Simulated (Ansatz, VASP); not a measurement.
Sb: VASP beside Ansatz

File INCAR:

```
PREC     = Accurate       # precision mode
ENCUT    = 520            # plane-wave cutoff, eV
EDIFF    = 1E-6           # SCF threshold, eV
ISMEAR   = -1             # smearing method
SIGMA    = 0.1            # smearing width, eV
LREAL    = False          # projectors in reciprocal space
LASPH    = True           # aspherical terms in the spheres
NELM     = 60             # most SCF steps
ALGO     = Normal         # electronic algorithm
ISIF     = 2              # what is computed and relaxed
LWAVE    = False          # write WAVECAR
LCHARG   = True           # write CHGCAR
LELF     = True           # ELF
LVHAR    = True         
NBANDS   = 8              # bands
```

KPOINTS

```
regular mesh
0
Gamma
  16 16 16
```

The input POSCAR:

```
Sb
1.0
   -1.8542987026      1.8542987026      1.8542987026
    1.8542987026     -1.8542987026      1.8542987026
    1.8542987026      1.8542987026     -1.8542987026
Sb
1
Direct
    0.0000000000      0.0000000000      0.0000000000
```

Input for Ansatz:

```yaml
crystal:
  lattice:
    - [-1.85429870265, 1.85429870265, 1.85429870265]
    - [1.85429870265, -1.85429870265, 1.85429870265]
    - [1.85429870265, 1.85429870265, -1.85429870265]
  atoms:
    - { symbol: Sb, position: [0.0, 0.0, 0.0] }
kpoints:
  mp_grid: { grid: [16, 16, 16] }
scf:
  occupations: { method: fermi_dirac, width: 0.1 }
hamiltonian:
  xc: lda
  pseudopotentials: { kind: paw }
output:
  forces: true
  stress: true
  eigenvalues: true
  eigenstates:
    nscf_kmesh: { grid: [24, 24, 24] }
    de_dk: true
    e_range: [-14, 14]
  optics:
    e_range: [0, 30]
    de: 0.2
    sigma: 0.25
    bands: { spectra_wanted_up_to: 30 }
    nscf_kmesh: { grid: [24, 24, 24] }
    drude_damping: 0.05
checkpoint:
  write: ck
  write_wavefunctions: false
```

Alike in both runs: task single point; functional LDA; k mesh 16 × 16 × 16; occupations fermi-dirac, width 0.1 eV; no spin polarisation.

|  | VASP | Ansatz |
| --- | --- | --- |
| version | VASP 6.6.1 | Ansatz 0.2.0 |
| potentials or method | VASP PAW LDA potentials, release 64 (Sb) | PAW with Ansatz's default frozen-core files, scalar-relativistic |
| plane-wave cutoff (eV) | 520 | 420 |
| valence electrons in the cell | 5 | 15 |

VASP gave:

| Property | Result |
| --- | --- |
| pressure (GPa) | 0.1 |

Q: What did Ansatz give for the same quantities?

A: Pressure (GPa): 0.0.

The two sets of potentials don't hold the same shells in valence. Ansatz warned: «optics_on_partly_filled_bands».

The runs have no spin-orbit coupling, so splittings on Sb are missing.
